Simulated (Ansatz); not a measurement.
# SnSe (Fm-3m): a single-point run

Aim: a sound single-point run of SnSe (Fm-3m). The structure is shown as the input types it.

Computed with Ansatz 0.2.0 (DFT PBE, scalar-relativistic, plane waves, PAW, unless a step's input says otherwise).

## Step 1: The structure to begin with

The structure is cubic, space group Fm-3m (No. 225). Conventional cell: a = 6.061 Å, b = 6.061 Å, c = 6.061 Å, α = 90.00°, β = 90.00°, γ = 90.00°. Sn (site symmetry m-3m) is surrounded by 6 Se at 3.03 Å. Se (site symmetry m-3m) is surrounded by 6 Sn at 3.03 Å.

As a file:

```cif
data_structure
_symmetry_space_group_name_H-M 'Fm-3m'
_symmetry_Int_Tables_number 225
_cell_length_a 6.0611
_cell_length_b 6.0611
_cell_length_c 6.0611
_cell_angle_alpha 90.000
_cell_angle_beta 90.000
_cell_angle_gamma 90.000
_cell_volume 222.66
loop_
_atom_site_label
_atom_site_type_symbol
_atom_site_symmetry_multiplicity
_atom_site_Wyckoff_symbol
_atom_site_fract_x
_atom_site_fract_y
_atom_site_fract_z
_atom_site_occupancy
Sn1 Sn 4 a 0.00000 0.00000 0.00000 1
Se1 Se 4 b 0.50000 0.00000 0.00000 1
```

## Step 2: The run

input.yaml

```yaml
crystal:
  lattice:
    - [0.0, 3.030534968, 3.030534968]
    - [3.030534968, 0.0, 3.030534968]
    - [3.030534968, 3.030534968, 0.0]
  atoms:
    - { symbol: Sn, position: [0.0, 0.0, 0.0] }
    - { symbol: Se, position: [0.5, 0.5, 0.5] }
basis:
  ecutwfc: 420
  ecutrho_ratio: 2
kpoints:
  mp_grid: { grid: [10, 10, 10] }
hamiltonian:
  xc: pbe
scf:
  occupations: { method: gaussian, width: 0.05 }
  max_iter: 50
output:
  forces: true
  stress: true
```

Run with:

```bash
ansatz run input.yaml --threads 4 --pin off --max-ram 7168MiB --backend cpu --events-out ev --progress --plain --runs-dir out
```

**Question.** How will this run end, and is anything wrong with its input?

The program finished normally, with warnings (cutoff below recommended). Its log warns: «basis.ecutrho_ratio = 2 (ecutrho = 840 eV) is below the records' recommended 1680 eV»

Look at the input: basis.ecutrho_ratio is 2. The grid or cutoff for the density and potential is too coarse for the wavefunction basis: a density holds Fourier components up to twice the waves' wavevector.

To check: set basis.ecutrho_ratio to 4.
